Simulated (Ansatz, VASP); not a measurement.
# One calculation of WSe3, two programs

```xyz
4
Lattice="4.7610 0.0000 0.0000 0.0000 4.7610 0.0000 0.0000 0.0000 4.7610" Properties=species:S:1:pos:R:3 pbc="T T T"
W     0.0000    0.0000    0.0000
Se    0.0000    0.0000    2.3805
Se    0.0000    2.3805    0.0000
Se    2.3805    0.0000    0.0000
```

Alike in both runs: functional PBEsol; k mesh 10 × 10 × 10; occupations fermi-dirac, width 0.15 eV; no spin polarisation.

Ansatz relaxed the structure, and its values are those at the end. VASP's run is a single point on that final structure, the one shown.

```csv
,VASP,Ansatz
version,VASP 6.6.1,Ansatz 0.2.0
potentials or method,"VASP PAW PBE potentials, release 64 (W_sv, Se)","scalar-relativistic, plane waves, PAW"
plane-wave cutoff (eV),520,420
valence electrons in the cell,32,62
```

|  | VASP | Ansatz | Ansatz less VASP |
| --- | --- | --- | --- |
| gap on the k mesh at the Fermi level (eV) | none | none | - |
| pressure (GPa) | 8.3 | 8.0 | -0.25 |

A gap of «none» marks a metal or a gap that the smearing closes. The two sets of potentials don't hold the same shells in valence.

Caveats: the PAW data sets were made with another functional, which shifts forces and pressure a little (VASP). The runs have no spin-orbit coupling, so splittings on W are missing.
